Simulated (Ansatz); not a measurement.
A (110) slab of RbBr (Fm-3m (No. 225)), 5 planes, outer planes RbBr (top) and RbBr (bottom), with 10 atoms (Rb5Br5) in a surface cell of A = 33.183 Å², as cut from the bulk:

```xyz
10
Lattice="4.8440 0.0000 0.0000 0.0000 6.8504 0.0000 0.0000 0.0000 24.6880" Properties=species:S:1:pos:R:3 pbc="T T T"
Rb    2.4220    3.4252    7.5000
Br    2.4220    0.0000    7.5000
Rb    0.0000    0.0000    9.9220
Br    0.0000    3.4252    9.9220
Rb    2.4220    3.4252   12.3440
Br    2.4220    0.0000   12.3440
Rb    0.0000    0.0000   14.7660
Br    0.0000    3.4252   14.7660
Rb    2.4220    3.4252   17.1880
Br    2.4220    0.0000   17.1880
```

The calculation used Ansatz 0.2.0, DFT PBEsol, scalar-relativistic, plane waves, PAW. Settings: cutoff 420 eV, Γ-centred mesh 6×4×1 on the computed 10-atom cell, Gaussian smearing of 0.05 eV; no spin polarisation.

Against the same 10 atoms in the bulk, the slab as cut lies 0.912 eV higher and the relaxed slab 0.878 eV higher.

Problem. Work out the surface energy before and after relaxation.

Solution. The slab has two faces, so γ = (E_slab − N·E_bulk)/(2A), the mean of both. As cut: 0.912/(2 × 33.183) = 0.0137 eV/Å², and 1 eV/Å² = 16.02 J/m², so γ = 0.22 J/m². Relaxed: 0.878/(2 × 33.183) = 0.0132 eV/Å² = 0.21 J/m². Relaxation recovers 4 % of the cost of cutting.

Problem. What is the ideal work of this cut, per area?

Solution. Griffith's ideal work is 2γ: 0.44 J/m² if the new faces stay rigid, 0.42 J/m² if they relax. One thickness was run, 5 planes, so γ can still shift with it.